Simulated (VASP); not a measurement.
# Si (Fd-3m) in VASP: notebook

One crystal, Si, is run at these levels: PBEsol; tasks: single point, relaxation of cell and atoms.

Everything below comes from runs of VASP 6.6.1. Logs are shortened: lines on timing, memory, paths and dates and some standing lists are left out, and cuts for length are marked.

**1. The structure**

The structure is cubic, space group Fd-3m (No. 227). The conventional cell has a = 5.433 Å, b = 5.433 Å, c = 5.433 Å, α = 90.00°, β = 90.00°, γ = 90.00°. Si (site symmetry -43m) is surrounded by 4 Si at 2.35 Å.

The cell was built by a generator and needn't be a form met in nature.

**2. Single point, PBEsol**

The input, INCAR:

```
ALGO = Normal ; EDIFF = 1E-7
ENCUT = 520 ; GGA = PS
ISIF = 2 ; ISMEAR = 0
LASPH = True ; LCHARG = True
LELF = True ; LREAL = False
LVHAR = True ; LWAVE = False
NBANDS = 11 ; NELM = 100
PREC = Accurate ; SIGMA = 0.02
```

The input, KPOINTS:

```
k-points
0
Gamma
  10 10 10
```

The input, POSCAR:

```
Si
1.0
    0.0000000000      2.7167281890      2.7167281890
    2.7167281890      0.0000000000      2.7167281890
    2.7167281890      2.7167281890      0.0000000000
Si
2
Direct
    0.0000000000      0.0000000000      0.0000000000
    0.2500000000      0.2500000000      0.2500000000
```

Potentials or basis: VASP PAW PBE potentials, release 64 (Si).

Command:

```sh
> cat potpaw_PBE.64/Si/POTCAR > POTCAR
> mpirun -np 1 vasp_std > vasp.out
```

OUTCAR:

```text
EDIFF = 1E-7
   ENCUT = 520
   GGA = PS
   ISIF = 2
   ISMEAR = 0
   LASPH = True
   LREAL = False
   NELM = 100
   PREC = Accurate

 ion  position               nearest neighbor table
   1  0.000  0.000  0.000-   2 2.35   2 2.35   2 2.35   2 2.35
   2  0.250  0.250  0.250-   1 2.35   1 2.35   1 2.35   1 2.35

  LATTYP: Found a face centered cubic cell.
 ALAT       =     5.4334563780

  Lattice vectors:

 A1 = (   0.0000000000,   2.7167281890,   2.7167281890)
 A2 = (   2.7167281890,   0.0000000000,   2.7167281890)
 A3 = (   2.7167281890,   2.7167281890,   0.0000000000)

Analysis of symmetry for initial positions (statically):
=====================================================================
 Subroutine PRICEL returns:
 Original cell was already a primitive cell.

 Routine SETGRP: Setting up the symmetry group for a
 face centered cubic supercell.

 Subroutine GETGRP returns: Found 48 space group operations
 (whereof 24 operations were pure point group operations)
 out of a pool of 48 trial point group operations.

The static configuration has the point symmetry T_d .
 The point group associated with its full space group is O_h .

Analysis of symmetry for dynamics (positions and initial velocities):
=====================================================================
 Subroutine PRICEL returns:
 Original cell was already a primitive cell.

 Routine SETGRP: Setting up the symmetry group for a
 face centered cubic supercell.

 Subroutine GETGRP returns: Found 48 space group operations
 (whereof 24 operations were pure point group operations)
 out of a pool of 48 trial point group operations.

The dynamic configuration has the point symmetry T_d .
 The point group associated with its full space group is O_h .

 Subroutine INISYM returns: Found 48 space group operations
 (whereof 24 operations are pure point group operations),
 and found     1 'primitive' translations

----------------------------------------------------------------------------------------

                                     Primitive cell

  volume of cell :      40.1022

  direct lattice vectors                    reciprocal lattice vectors
     0.000000000  2.716728189  2.716728189    -0.184044912  0.184044912  0.184044912
     2.716728189  0.000000000  2.716728189     0.184044912 -0.184044912  0.184044912
     2.716728189  2.716728189  0.000000000     0.184044912  0.184044912 -0.184044912

  length of vectors
     3.842033850  3.842033850  3.842033850     0.318775138  0.318775138  0.318775138

  position of ions in fractional coordinates (direct lattice)
     0.000000000  0.000000000  0.000000000
     0.250000000  0.250000000  0.250000000

  ion indices of the primitive-cell ions
   primitive index   ion index
                 1           1
                 2           2

----------------------------------------------------------------------------------------

 KPOINTS: k-points

Automatic generation of k-mesh.
 Grid dimensions read from file:
 generate k-points for:   10   10   10

 Generating k-lattice:

  Cartesian coordinates                     Fractional coordinates (reciprocal lattice)
    -0.018404491  0.018404491  0.018404491     0.100000000  0.000000000  0.000000000
     0.018404491 -0.018404491  0.018404491     0.000000000  0.100000000  0.000000000
     0.018404491  0.018404491 -0.018404491     0.000000000  0.000000000  0.100000000

  Length of vectors
     0.031877514  0.031877514  0.031877514

  Shift w.r.t. Gamma in fractional coordinates (k-lattice)
     0.000000000  0.000000000  0.000000000

 Subroutine IBZKPT returns following result:
 ===========================================

 Found     47 irreducible k-points:

 Following reciprocal coordinates:
            Coordinates               Weight
  0.000000  0.000000  0.000000      1.000000
  0.100000  0.000000  0.000000      8.000000
  0.200000  0.000000  0.000000      8.000000
  0.300000  0.000000  0.000000      8.000000
  0.400000  0.000000  0.000000      8.000000
  0.500000  0.000000  0.000000      4.000000
[... 16 lines left out ...]
  0.300000  0.300000  0.000000      6.000000
  0.400000  0.300000  0.000000     24.000000
 [... further k-points ...]
   k-points           NKPTS =     47   k-points in BZ     NKDIM =     47   number of bands    NBANDS=     11
   number of dos      NEDOS =    301   number of ions     NIONS =      2
   total plane-waves  NPLWV =  27000
   dimension x,y,z NGX =    30 NGY =   30 NGZ =   30
   dimension x,y,z NGXF=    60 NGYF=   60 NGZF=   60
   ions per type =               2
   NGX,Y,Z   is equivalent  to a cutoff of  12.98, 12.98, 12.98 a.u.
   NGXF,Y,Z  is equivalent  to a cutoff of  25.96, 25.96, 25.96 a.u.
 SYSTEM =  unknown system
   PREC   = accura    normal or accurate (medium, high low for compatibility)
   ISTART =      0    job   : 0-new  1-cont  2-samecut
   ICHARG =      2    charge: 1-file 2-atom 10-const
   ISPIN  =      1    spin polarized calculation?
   LNONCOLLINEAR =      F non collinear calculations
   LSORBIT =      F    spin-orbit coupling
   LASPH  =      T    aspherical Exc in radial PAW
   ENCUT  =  520.0 eV  38.22 Ry    6.18 a.u.   7.14  7.14  7.14*2*pi/ulx,y,z
   NELM   =    100;   NELMIN=  2; NELMDL= -5     # of ELM steps
   EDIFF  = 0.1E-06   stopping-criterion for ELM
   LREAL  =      F    real-space projection
   EDIFFG = 0.1E-05   stopping-criterion for IOM
   NSW    =      0    number of steps for IOM
   IBRION =     -1    ionic relax: 0-MD 1-quasi-New 2-CG
   NFREE  =      0    steps in history (QN), initial steepest desc. (CG)
   ISIF   =      2    stress and relaxation
   ISYM   =      2    0-nonsym 1-usesym 2-fastsym
   POTIM  = 0.5000    time-step for ionic-motion
   TEBEG  =    0.0;   TEEND  =   0.0 temperature during run
   PSTRESS=    0.0 pullay stress
   NELECT =       8.0000    total number of electrons
   NUPDOWN=      -1.0000    fix difference up-down
   EMIN   =  10.00;   EMAX   =-10.00  energy-range for DOS
   EFERMI =   0.00;   METHOD = LEGACY
   ISMEAR =     0;   SIGMA  =   0.02  broadening in eV -4-tet -1-fermi 0-gaus
   EFERMI_NEDOS =   21; number of points for ismear=-14 and -15
   IALGO  =     38    algorithm
   IMIX   =      4    mixing-type and parameters
     AMIX     =   0.40;   BMIX     =  1.00
     AMIX_MAG =   1.60;   BMIX_MAG =  1.00
  volume/ion in A,a.u.               =      20.05       135.31
  Fermi-wavevector in a.u.,A,eV,Ry     =   0.956567  1.807649 12.449604  0.915020
  Thomas-Fermi vector in A             =   2.085507
   LORBIT       =      0    0 simple, 1 ext, 2 COOP (PROOUT), +10 PAW based schemes
   GGA     = PS    functional components
   LHFCALC =     F    Hartree Fock is set to
   AEXX    =    0.0000 exact exchange contribution
   IVDW    =     0    specifies the selected vdW correction
   LEPSILON=     F    determine dielectric tensor
   LRPA    =     F    only Hartree local field effects (RPA)
 non-spin polarized calculation
 Gauss-broadening in eV      SIGMA  =   0.02
  energy-cutoff  :      520.00
  volume of cell :       40.10
 maximum number of plane-waves:      1106
 NGX is ok and might be reduce to    30
   NGX = 15   NGY = 15   NGZ = 15

 number of electron       8.0000000 magnetization

 Free energy of the ion-electron system (eV)
  ---------------------------------------------------
  ext. energy  EPLUGINS =         0.00000000
  ---------------------------------------------------
  free energy    TOTEN  =       -11.49258579 eV

  energy without entropy =      -11.49258579  energy(sigma->0) =      -11.49258579

 E-fermi :   5.9453     XC(G=0):  -9.5477

 val. band max:        5.7748237466   @ k =   0.0000   0.0000   0.0000
 cond. band min:       6.2439798858   @ k =   0.4000   0.4000   0.0000
 fundamental gap:      0.4691561392
 Fermi energy:         5.9452529026

 k-point     1 :       0.0000    0.0000    0.0000
  band No.  band energies     occupation
      1      -6.2051      2.00000
      2       5.7748      2.00000
      3       5.7748      2.00000
      4       5.7748      2.00000
      5       8.2915      0.00000
      6       8.2915      0.00000
      7       8.2915      0.00000
      8       9.0817      0.00000
      9      13.4623      0.00000
     10      13.4623      0.00000
     11      13.4792      0.00000

 k-point     2 :       0.1000    0.0000    0.0000
  band No.  band energies     occupation
      1      -6.0738      2.00000
      2       4.6183      2.00000
      3       5.5740      2.00000
      4       5.5740      2.00000
      5       8.2920      0.00000
      6       8.5861      0.00000
      7       8.5861      0.00000
      8      10.0097      0.00000
      9      13.0885      0.00000
     10      13.0885      0.00000
     11      14.0310      0.00000

 k-point     3 :       0.2000    0.0000    0.0000
  band No.  band energies     occupation
      1      -5.6862      2.00000
      2       2.7469      2.00000
      3       5.1909      2.00000
      4       5.1909      2.00000
      5       7.9258      0.00000
      6       9.0935      0.00000
      7       9.0935      0.00000
      8      11.7585      0.00000
      9      12.7603      0.00000
     10      12.7603      0.00000
     11      14.7055      0.00000
[... 267 lines left out ...]
 k-point    23 :       0.3000    0.3000    0.0000
  band No.  band energies     occupation
      1      -4.6518      2.00000
      2       1.3570      2.00000
      3       3.5285      2.00000
      4       3.5285      2.00000
      5       6.5349      0.00000
      6       8.0739      0.00000
      7      12.3861      0.00000
      8      12.3861      0.00000
      9      14.8367      0.00000
     10      15.2002      0.00000
     11      18.0426      0.00000

 k-point    24 :       0.4000    0.3000    0.0000
  band No.  band energies     occupation
      1      -4.0368      2.00000
      2       0.3501      2.00000
      3       2.8886      2.00000
      4       3.3234      2.00000
      5       6.7225      0.00000
      6       7.9098      0.00000
      7      12.6793      0.00000
      8      12.7988      0.00000
      9      16.2105      0.00000
     10      16.4782      0.00000
     11      17.8091      0.00000

 [... further k-points ...]

------------------------ aborting loop because EDIFF is reached ----------------------------------------

  FORCE on cell =-STRESS in cart. coord.  units (eV):
  Direction    XX          YY          ZZ          XY          YZ          ZX
  --------------------------------------------------------------------------------------
  -------------------------------------------------------------------------------------
  Total        0.0289129      0.0289129      0.0289129      0.0000000      0.0000000     -0.0000000
  in kB        1.1551394      1.1551394      1.1551394      0.0000000      0.0000000     -0.0000000
  external PRESSURE =       1.1551394 kB  Pullay stress =       0.0000000 kB

 VOLUME and BASIS-vectors are now :
 -----------------------------------------------------------------------------
  energy-cutoff  :      520.00
  volume of cell :       40.10
      direct lattice vectors                 reciprocal lattice vectors
     0.000000000  2.716728189  2.716728189    -0.184044912  0.184044912  0.184044912
     2.716728189  0.000000000  2.716728189     0.184044912 -0.184044912  0.184044912
     2.716728189  2.716728189  0.000000000     0.184044912  0.184044912 -0.184044912

 POSITION                                       TOTAL-FORCE (eV/Angst)
 -----------------------------------------------------------------------------------
      0.00000      0.00000      0.00000        -0.000000     -0.000000     -0.000000
      1.35836      1.35836      1.35836         0.000000      0.000000      0.000000
 -----------------------------------------------------------------------------------
    total drift:                               -0.000000     -0.000000     -0.000000

  FREE ENERGIE OF THE ION-ELECTRON SYSTEM (eV)
  ---------------------------------------------------
  free  energy   TOTEN  =       -11.4925857937 eV

  energy  without entropy=      -11.4925857937  energy(sigma->0) =      -11.49258579
```

Wall time 18 s (1 thread of Intel Xeon Platinum 8259CL at 2.50GHz (Skylake/Cascade Lake), shared host); peak memory 0.16 GiB.

What came out:

```
Free energy            : -11.4926 eV
Pressure               : 0.1 GPa
Band gap on the k mesh : 0.47 eV, indirect (least direct gap 2.52 eV)
```

Caveat: the PAW data sets were made with another functional, which shifts forces and pressure a little. PBEsol gaps usually lie below the measured ones, often by a third to a half.

[end of part 1 of 2]
